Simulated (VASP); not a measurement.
# BaO (Fm-3m) in VASP: band structure with HSE06

Aim: the band structure of BaO with HSE06.

Program: VASP 6.6.1. These are calculated values, not measurements. Logs are shortened: lines on timing, memory, paths and dates and some standing lists are left out, and cuts for length are marked.

## 1. The crystal as given

The structure is cubic, space group Fm-3m (No. 225). Conventional cell: a = 5.532 Å, b = 5.532 Å, c = 5.532 Å, α = 90.00°, β = 90.00°, γ = 90.00°. Around Ba (site symmetry m-3m) lie 6 O at 2.77 Å. Around O (site symmetry m-3m) lie 6 Ba at 2.77 Å.

The cell is a database's computed one.

## 2. Band structure, HSE06

POSCAR reads:

```
BaO
1.0
    0.0000000000      2.7658300000      2.7658300000
    2.7658300000      0.0000000000      2.7658300000
    2.7658300000      2.7658300000      0.0000000000
Ba O
1 1
Direct
    0.0000000000      0.0000000000      0.0000000000
    0.5000000000      0.5000000000      0.5000000000
```

INCAR.step1 reads:

```
SYSTEM = BaO
PREC = Accurate ; ENCUT = 520
EDIFF = 1E-5 ; ISMEAR = 0
SIGMA = 0.02 ; LREAL = .FALSE.
LASPH = .TRUE. ; NELM = 80
ALGO = Normal ; ISIF = 2
LWAVE = .TRUE. ; LCHARG = .FALSE.
NBANDS = 15 ; GGA = PE
```

INCAR.step2 reads:

```
SYSTEM = BaO
PREC = Accurate ; ENCUT = 520
EDIFF = 1E-6 ; ISMEAR = 0
SIGMA = 0.02 ; LREAL = .FALSE.
LASPH = .TRUE. ; NELM = 80
ALGO = Normal ; ISIF = 2
LWAVE = .FALSE. ; LCHARG = .FALSE.
GGA = PE ; LHFCALC = .TRUE.
HFSCREEN = 0.2 ; PRECFOCK = Fast
NBANDS = 15 ; ISTART = 1
```

KPOINTS reads:

```
regular mesh
0
G
  6 6 6
  0 0 0
```

KPOINTS_OPT reads:

```
path GXWKGLUWLK,UX
12
line-mode
reciprocal
 0.0000000000  0.0000000000  0.0000000000  G
 0.5000000000  0.0000000000  0.5000000000  X

 0.5000000000  0.0000000000  0.5000000000  X
 0.5000000000  0.2500000000  0.7500000000  W

 0.5000000000  0.2500000000  0.7500000000  W
 0.3750000000  0.3750000000  0.7500000000  K

 0.3750000000  0.3750000000  0.7500000000  K
 0.0000000000  0.0000000000  0.0000000000  G

 0.0000000000  0.0000000000  0.0000000000  G
 0.5000000000  0.5000000000  0.5000000000  L

 0.5000000000  0.5000000000  0.5000000000  L
 0.6250000000  0.2500000000  0.6250000000  U

 0.6250000000  0.2500000000  0.6250000000  U
 0.5000000000  0.2500000000  0.7500000000  W

 0.5000000000  0.2500000000  0.7500000000  W
 0.5000000000  0.5000000000  0.5000000000  L

 0.5000000000  0.5000000000  0.5000000000  L
 0.3750000000  0.3750000000  0.7500000000  K

 0.6250000000  0.2500000000  0.6250000000  U
 0.5000000000  0.0000000000  0.5000000000  X
```

Potentials or basis: VASP PAW PBE potentials, release 64 (Ba_sv, O).

On the command line:

```bash
$ cat potpaw_PBE.64/Ba_sv/POTCAR potpaw_PBE.64/O/POTCAR > POTCAR
$ cp INCAR.step1 INCAR
$ mpirun -np 1 vasp_std > vasp.out
$ cp INCAR.step2 INCAR
$ mpirun -np 1 vasp_std > vasp.out
```

OUTCAR:

```text
SYSTEM = BaO
   PREC = Accurate
   ENCUT = 520
   EDIFF = 1E-6
   ISMEAR = 0
   LREAL = .FALSE.
   LASPH = .TRUE.
   NELM = 80
   ISIF = 2
   GGA = PE
   LHFCALC = .TRUE.
   HFSCREEN = 0.2
   PRECFOCK = Fast
   ISTART = 1

 ion  position               nearest neighbor table
   1  0.000  0.000  0.000-   2 2.77   2 2.77   2 2.77   2 2.77   2 2.77   2 2.77
   2  0.500  0.500  0.500-   1 2.77   1 2.77   1 2.77   1 2.77   1 2.77   1 2.77

  LATTYP: Found a face centered cubic cell.
 ALAT       =     5.5316600000

  Lattice vectors:

 A1 = (   0.0000000000,   2.7658300000,   2.7658300000)
 A2 = (   2.7658300000,   0.0000000000,   2.7658300000)
 A3 = (   2.7658300000,   2.7658300000,   0.0000000000)

Analysis of symmetry for initial positions (statically):
=====================================================================
 Subroutine PRICEL returns:
 Original cell was already a primitive cell.

 Routine SETGRP: Setting up the symmetry group for a
 face centered cubic supercell.

 Subroutine GETGRP returns: Found 48 space group operations
 (whereof 48 operations were pure point group operations)
 out of a pool of 48 trial point group operations.

The static configuration has the point symmetry O_h .

Analysis of symmetry for dynamics (positions and initial velocities):
=====================================================================
 Subroutine PRICEL returns:
 Original cell was already a primitive cell.

 Routine SETGRP: Setting up the symmetry group for a
 face centered cubic supercell.

 Subroutine GETGRP returns: Found 48 space group operations
 (whereof 48 operations were pure point group operations)
 out of a pool of 48 trial point group operations.

The dynamic configuration has the point symmetry O_h .

 Subroutine INISYM returns: Found 48 space group operations
 (whereof 48 operations are pure point group operations),
 and found     1 'primitive' translations

----------------------------------------------------------------------------------------

                                     Primitive cell

  volume of cell :      42.3162

  direct lattice vectors                    reciprocal lattice vectors
     0.000000000  2.765830000  2.765830000    -0.180777560  0.180777560  0.180777560
     2.765830000  0.000000000  2.765830000     0.180777560 -0.180777560  0.180777560
     2.765830000  2.765830000  0.000000000     0.180777560  0.180777560 -0.180777560

  length of vectors
     3.911474297  3.911474297  3.911474297     0.313115920  0.313115920  0.313115920

  position of ions in fractional coordinates (direct lattice)
     0.000000000  0.000000000  0.000000000
     0.500000000  0.500000000  0.500000000

  ion indices of the primitive-cell ions
   primitive index   ion index
                 1           1
                 2           2

----------------------------------------------------------------------------------------

 KPOINTS: regular mesh

Automatic generation of k-mesh.
 Grid dimensions read from file:
 generate k-points for:    6    6    6

 Generating k-lattice:

  Cartesian coordinates                     Fractional coordinates (reciprocal lattice)
    -0.030129593  0.030129593  0.030129593     0.166666667  0.000000000  0.000000000
     0.030129593 -0.030129593  0.030129593     0.000000000  0.166666667  0.000000000
     0.030129593  0.030129593 -0.030129593     0.000000000  0.000000000  0.166666667

  Length of vectors
     0.052185987  0.052185987  0.052185987

  Shift w.r.t. Gamma in fractional coordinates (k-lattice)
     0.000000000  0.000000000  0.000000000

 Subroutine IBZKPT returns following result:
 ===========================================

 Found     16 irreducible k-points:

 Following reciprocal coordinates:
            Coordinates               Weight
  0.000000  0.000000  0.000000      1.000000
  0.166667  0.000000  0.000000      8.000000
  0.333333  0.000000  0.000000      8.000000
  0.500000  0.000000  0.000000      4.000000
  0.166667  0.166667  0.000000      6.000000
  0.333333  0.166667  0.000000     24.000000
[... 8 lines left out ...]
 -0.333333  0.333333  0.166667     24.000000
 -0.333333  0.500000  0.166667     12.000000
   k-points           NKPTS =     16   k-points in BZ     NKDIM =    216   number of bands    NBANDS=     15
   number of dos      NEDOS =    301   number of ions     NIONS =      2
   total plane-waves  NPLWV =  27000
   dimension x,y,z NGX =    30 NGY =   30 NGZ =   30
   dimension x,y,z NGXF=    60 NGYF=   60 NGZF=   60
   ions per type =               1   1
   NGX,Y,Z   is equivalent  to a cutoff of  12.75, 12.75, 12.75 a.u.
   NGXF,Y,Z  is equivalent  to a cutoff of  25.50, 25.50, 25.50 a.u.
 SYSTEM =  BaO
   PREC   = accura    normal or accurate (medium, high low for compatibility)
   ISTART =      1    job   : 0-new  1-cont  2-samecut
   ICHARG =      0    charge: 1-file 2-atom 10-const
   ISPIN  =      1    spin polarized calculation?
   LNONCOLLINEAR =      F non collinear calculations
   LSORBIT =      F    spin-orbit coupling
   LASPH  =      T    aspherical Exc in radial PAW
   ENCUT  =  520.0 eV  38.22 Ry    6.18 a.u.   7.27  7.27  7.27*2*pi/ulx,y,z
   NELM   =     80;   NELMIN=  2; NELMDL=  0     # of ELM steps
   EDIFF  = 0.1E-05   stopping-criterion for ELM
   LREAL  =      F    real-space projection
   EDIFFG = 0.1E-04   stopping-criterion for IOM
   NSW    =      0    number of steps for IOM
   IBRION =     -1    ionic relax: 0-MD 1-quasi-New 2-CG
   NFREE  =      0    steps in history (QN), initial steepest desc. (CG)
   ISIF   =      2    stress and relaxation
   ISYM   =      3    0-nonsym 1-usesym 2-fastsym
   POTIM  = 0.5000    time-step for ionic-motion
   TEBEG  =    0.0;   TEEND  =   0.0 temperature during run
   PSTRESS=    0.0 pullay stress
   NELECT =      16.0000    total number of electrons
   NUPDOWN=      -1.0000    fix difference up-down
   EMIN   =  10.00;   EMAX   =-10.00  energy-range for DOS
   EFERMI =   0.00;   METHOD = LEGACY
   ISMEAR =     0;   SIGMA  =   0.02  broadening in eV -4-tet -1-fermi 0-gaus
   EFERMI_NEDOS =   21; number of points for ismear=-14 and -15
   IALGO  =     38    algorithm
   IMIX   =      1    mixing-type and parameters
     AMIX     =   0.40;   BMIX     =  1.00
     AMIX_MAG =   1.60;   BMIX_MAG =  1.00
  volume/ion in A,a.u.               =      21.16       142.78
  Fermi-wavevector in a.u.,A,eV,Ry     =   1.183803  2.237063 19.067054  1.401389
  Thomas-Fermi vector in A             =   2.320030
   LORBIT       =      0    0 simple, 1 ext, 2 COOP (PROOUT), +10 PAW based schemes
   GGA     = PE    functional components
   LHFCALC =     T    Hartree Fock is set to
   PRECFOCK=fast      Normal, Fast or Accurate (Low or Medium for compatibility)
   ENCUT4O =  -1.0   cutoff for four orbital integrals eV
   NKREDX  =     1    reduce k-point grid by
   NKREDY  =     1    reduce k-point grid by
   NKREDZ  =     1    reduce k-point grid by
   AEXX    =    0.2500 exact exchange contribution
   HFSCREEN=    0.2000 screening length (either q_TF or 0.3 A-1)
   HFSCREENC=   0.2000 screening length for correlation (either q_TF or 0.3 A-1)
   ENCUTFOCK=  -1.0 apply spherical cutoff to Coloumb kernel
   IVDW    =     0    specifies the selected vdW correction
   LEPSILON=     F    determine dielectric tensor
   LRPA    =     F    only Hartree local field effects (RPA)
 non-spin polarized calculation
 Gauss-broadening in eV      SIGMA  =   0.02
  energy-cutoff  :      520.00
  volume of cell :       42.32
 maximum number of plane-waves:      1158
 NGX is ok and might be reduce to    30
  NGX = 18; NGY = 18; NGZ = 18

 number of electron      15.9999998 magnetization

 Free energy of the ion-electron system (eV)
  ---------------------------------------------------
  ext. energy  EPLUGINS =         0.00000000
  ---------------------------------------------------
  free energy    TOTEN  =       -13.87976594 eV

  energy without entropy =      -13.87976594  energy(sigma->0) =      -13.87976594

 E-fermi :   1.1351     XC(G=0):  -7.9559

 val. band max:        0.9430698428   @ k =   0.5000   0.5000   0.0000
 cond. band min:       4.1981694372   @ k =   0.5000   0.5000   0.0000
 fundamental gap:      3.2550995944
 Fermi energy:         1.1350727199

 k-point     1 :       0.0000    0.0000    0.0000
  band No.  band energies     occupation
      1     -26.4727      2.00000
      2     -15.5912      2.00000
      3      -9.8750      2.00000
      4      -9.8750      2.00000
      5      -9.8750      2.00000
      6       0.5352      2.00000
      7       0.5352      2.00000
      8       0.5352      2.00000
      9       5.8555      0.00000
     10       7.0701      0.00000
     11       7.0701      0.00000
     12       7.0701      0.00000
     13       9.4209      0.00000
     14       9.4209      0.00000
     15      12.3564      0.00000

 k-point     2 :       0.1667    0.0000    0.0000
  band No.  band energies     occupation
      1     -26.4020      2.00000
      2     -15.7687      2.00000
      3      -9.9500      2.00000
      4      -9.9042      2.00000
      5      -9.9042      2.00000
      6       0.0004      2.00000
      7       0.1879      2.00000
      8       0.1879      2.00000
      9       6.7470      0.00000
     10       7.1018      0.00000
     11       7.6050      0.00000
     12       7.6050      0.00000
     13      10.1560      0.00000
     14      10.1560      0.00000
     15      14.0320      0.00000

 k-point     3 :       0.3333    0.0000    0.0000
  band No.  band energies     occupation
      1     -26.2548      2.00000
      2     -16.1282      2.00000
      3     -10.0874      2.00000
      4      -9.9607      2.00000
      5      -9.9607      2.00000
      6      -0.8214      2.00000
      7      -0.4094      2.00000
      8      -0.4094      2.00000
      9       6.9930      0.00000
     10       8.9050      0.00000
     11       8.9050      0.00000
     12       9.3341      0.00000
     13      11.8151      0.00000
     14      11.8151      0.00000
     15      16.4598      0.00000
[... 199 lines left out ...]
 k-point    15 :      -0.3333    0.3333    0.1667
  band No.  band energies     occupation
      1     -26.1171      2.00000
      2     -16.0701      2.00000
      3     -10.8036      2.00000
      4     -10.7980      2.00000
      5      -9.9780      2.00000
      6      -0.6140      2.00000
      7       0.3386      2.00000
      8       0.3630      2.00000
      9       7.1201      0.00000
     10       7.3760      0.00000
     11       9.8939      0.00000
     12      11.1759      0.00000
     13      12.6675      0.00000
     14      14.5381      0.00000
     15      15.1743      0.00000

 k-point    16 :      -0.3333    0.5000    0.1667
  band No.  band energies     occupation
      1     -26.0983      2.00000
      2     -15.9354      2.00000
      3     -11.2686      2.00000
      4     -10.7814      2.00000
      5     -10.1006      2.00000
      6      -0.2222      2.00000
      7       0.6909      2.00000
      8       0.8168      2.00000
      9       5.5525      0.00000
     10       8.6511      0.00000
     11       9.1775      0.00000
     12      12.2324      0.00000
     13      12.4473      0.00000
     14      14.7592      0.00000
     15      15.0424      0.00000

------------------------ aborting loop because EDIFF is reached ----------------------------------------

  FORCE on cell =-STRESS in cart. coord.  units (eV):
  Direction    XX          YY          ZZ          XY          YZ          ZX
  --------------------------------------------------------------------------------------
  -------------------------------------------------------------------------------------
  Total        0.4275952      0.4275952      0.4275952      0.0000000      0.0000000      0.0000000
  in kB       16.1896301     16.1896301     16.1896301      0.0000000      0.0000000      0.0000000
  external PRESSURE =      16.1896301 kB  Pullay stress =       0.0000000 kB

 VOLUME and BASIS-vectors are now :
 -----------------------------------------------------------------------------
  energy-cutoff  :      520.00
  volume of cell :       42.32
      direct lattice vectors                 reciprocal lattice vectors
     0.000000000  2.765830000  2.765830000    -0.180777560  0.180777560  0.180777560
     2.765830000  0.000000000  2.765830000     0.180777560 -0.180777560  0.180777560
     2.765830000  2.765830000  0.000000000     0.180777560  0.180777560 -0.180777560

 POSITION                                       TOTAL-FORCE (eV/Angst)
 -----------------------------------------------------------------------------------
      0.00000      0.00000      0.00000         0.000000     -0.000000      0.000000
      2.76583      2.76583      2.76583         0.000000      0.000000     -0.000000
 -----------------------------------------------------------------------------------
    total drift:                                0.000000      0.000001      0.000001

  FREE ENERGIE OF THE ION-ELECTRON SYSTEM (eV)
  ---------------------------------------------------
  free  energy   TOTEN  =       -13.8797659387 eV

  energy  without entropy=      -13.8797659387  energy(sigma->0) =      -13.87976594
```

It took 78 min on 1 thread of Intel Xeon Platinum 8559C (Emerald Rapids), shared host; peak memory 0.37 GiB.

Results:

* Free energy: -13.8798 eV
* Pressure: 1.6 GPa
* Band gap on the k mesh: 3.26 eV, direct
* Band gap along the path: 3.25 eV, direct

Levels at the corners of the path, in eV from the valence-band top:
| point | band 5 | band 6 | band 7 | band 8 | band 9 | band 10 | band 11 | band 12 |
| --- | --- | --- | --- | --- | --- | --- | --- | --- |
| Γ | -10.82 | -0.41 | -0.41 | -0.41 | 4.91 | 6.13 | 6.13 | 6.13 |
| X | -11.46 | -0.19 | -0.19 | 0.00 | 3.25 | 7.51 | 10.55 | 11.02 |
| X | -11.46 | -0.19 | -0.19 | 0.00 | 3.25 | 7.51 | 10.55 | 11.02 |
| W | -10.90 | -1.46 | -0.22 | -0.22 | 6.03 | 6.03 | 8.42 | 11.51 |
| W | -10.90 | -1.46 | -0.22 | -0.22 | 6.03 | 6.03 | 8.42 | 11.51 |
| K | -11.28 | -0.99 | -0.82 | -0.16 | 4.76 | 8.10 | 8.58 | 10.28 |
| K | -11.28 | -0.99 | -0.82 | -0.16 | 4.76 | 8.10 | 8.58 | 10.28 |
| Γ | -10.82 | -0.41 | -0.41 | -0.41 | 4.91 | 6.13 | 6.13 | 6.13 |
| Γ | -10.82 | -0.41 | -0.41 | -0.41 | 4.91 | 6.13 | 6.13 | 6.13 |
| L | -10.93 | -2.11 | -1.62 | -1.62 | 6.39 | 8.79 | 8.79 | 9.63 |
| L | -10.93 | -2.11 | -1.62 | -1.62 | 6.39 | 8.79 | 8.79 | 9.63 |
| U | -11.28 | -0.99 | -0.82 | -0.16 | 4.76 | 8.10 | 8.58 | 10.28 |
| U | -11.28 | -0.99 | -0.82 | -0.16 | 4.76 | 8.10 | 8.58 | 10.28 |
| W | -10.90 | -1.46 | -0.22 | -0.22 | 6.03 | 6.03 | 8.42 | 11.51 |
| W | -10.90 | -1.46 | -0.22 | -0.22 | 6.03 | 6.03 | 8.42 | 11.51 |
| L | -10.93 | -2.11 | -1.62 | -1.62 | 6.39 | 8.79 | 8.79 | 9.63 |
| L | -10.93 | -2.11 | -1.62 | -1.62 | 6.39 | 8.79 | 8.79 | 9.63 |
| K | -11.28 | -0.99 | -0.82 | -0.16 | 4.76 | 8.10 | 8.58 | 10.28 |
| U | -11.28 | -0.99 | -0.82 | -0.16 | 4.76 | 8.10 | 8.58 | 10.28 |
| X | -11.46 | -0.19 | -0.19 | 0.00 | 3.25 | 7.51 | 10.55 | 11.02 |

Caveat: the PAW data sets were made with another functional, which shifts forces and pressure a little; spin-orbit coupling is left out, which moves the levels of the heavy elements.
